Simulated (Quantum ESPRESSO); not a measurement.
Write the native input for Quantum ESPRESSO 7.5 that does the following.

| Item | Value |
| --- | --- |
| Task | single point |
| Functional | PBE |
| Potentials or basis | SSSP 1.3 efficiency PBE |
| Cutoff | 748 eV |
| Density cutoff | 5987 eV |
| k mesh | 9 × 9 × 6 |
| Occupations | fermi-dirac, width 0.05 eV |
| Spin | collinear spin, ferromagnetic start |
| Starting moments | [2.0, 2.0, 0.0, 0.0] μB |
| Mixing beta | 0.3 |
| Most SCF iterations | 120 |
| SCF threshold | 8e-10 Ry |

The system is CoO.

```
Co O
1.0
     0.00092   -2.13330   -2.13882
     0.01583    2.11431   -2.11983
     4.26285    0.01491   -0.01674
Co O
2 2
Direct
  0.48544 0.50084 0.53489
  0.04760 0.01978 0.96566
  0.46707 0.50255 0.98594
  0.99989 0.97683 0.51352
```

The input as run:

pw.in

```
&CONTROL
  calculation = 'scf'
  prefix = 'pwscf'
  outdir = './tmp'
  pseudo_dir = './pseudo'
  tprnfor = .true.
  tstress = .true.
  disk_io = 'low'
/
&SYSTEM
  ibrav = 0
  nat = 4
  ntyp = 2
  ecutwfc = 55
  ecutrho = 440
  nbnd = 35
  occupations = 'smearing'
  smearing = 'fd'
  degauss = 0.00367493
  nspin = 2
  starting_magnetization(1) = 0.1176
  starting_magnetization(2) = 0
/
&ELECTRONS
  conv_thr = 8d-10
  electron_maxstep = 120
  mixing_beta = 0.3
/
ATOMIC_SPECIES
Co    58.9332 Co_pbe_v1.2.uspp.F.UPF
O     15.9990 O.pbe-n-kjpaw_psl.0.1.UPF
CELL_PARAMETERS angstrom
   0.0009161100   -2.1333041400   -2.1388203400
   0.0158250400    2.1143142700   -2.1198304700
   4.2628477400    0.0149089200   -0.0167411500
ATOMIC_POSITIONS crystal
Co     0.4854433400    0.5008423100    0.5348866500
Co     0.0476028200    0.0197830300    0.9656555200
O      0.4670654500    0.5025481600    0.9859416600
O      0.9998883900    0.9768265000    0.5135161700
K_POINTS automatic
9 9 6 0 0 0
```

pp_density.in

```
&INPUTPP
  prefix = 'pwscf'
  outdir = './tmp'
  filplot = 'density.dat'
  plot_num = 0
/
&PLOT
  nfile = 1
  filepp(1) = 'density.dat'
  iflag = 3
  output_format = 6
  fileout = 'density.cube'
/
```

pp_potential.in

```
&INPUTPP
  prefix = 'pwscf'
  outdir = './tmp'
  filplot = 'potential.dat'
  plot_num = 11
/
&PLOT
  nfile = 1
  filepp(1) = 'potential.dat'
  iflag = 3
  output_format = 6
  fileout = 'potential.cube'
/
```

pp_spin.in

```
&INPUTPP
  prefix = 'pwscf'
  outdir = './tmp'
  filplot = 'spin.dat'
  plot_num = 6
/
&PLOT
  nfile = 1
  filepp(1) = 'spin.dat'
  iflag = 3
  output_format = 6
  fileout = 'spin.cube'
/
```

Potentials or basis: SSSP 1.3 efficiency PBE.

The run is started by

```bash
$ OMP_NUM_THREADS=1 pw.x -in pw.in > pw.out
$ OMP_NUM_THREADS=1 pp.x -in pp_density.in > pp_density.out
$ OMP_NUM_THREADS=1 pp.x -in pp_potential.in > pp_potential.out
$ OMP_NUM_THREADS=1 pp.x -in pp_spin.in > pp_spin.out
```

Results of the run:

* Pressure: 7.8 GPa
* Largest force: 1.796 eV/Å
* Band gap on the k mesh: none (metal or under the smearing width)
* Net moment: 5.96 μB per cell
* Absolute moment: 6.01 μB per cell
* Site moments: Co +2.43, +2.42; O +0.35 μB
* Valence electrons inside the program's atomic spheres: Co 14.15, 14.16; O 5.32, 5.29

Caveat: semilocal functionals often make such compounds metallic where correlation or magnetic order opens a gap, which also shifts bond lengths; forces of over 1 eV/Å show positions far from the minimum, so gaps and moduli don't describe the material at rest.

Wall time 4.7 min on 1 thread of AMD EPYC 9R45 96-Core Processor (Zen 5), with other jobs on the host, peak memory 0.66 GiB.
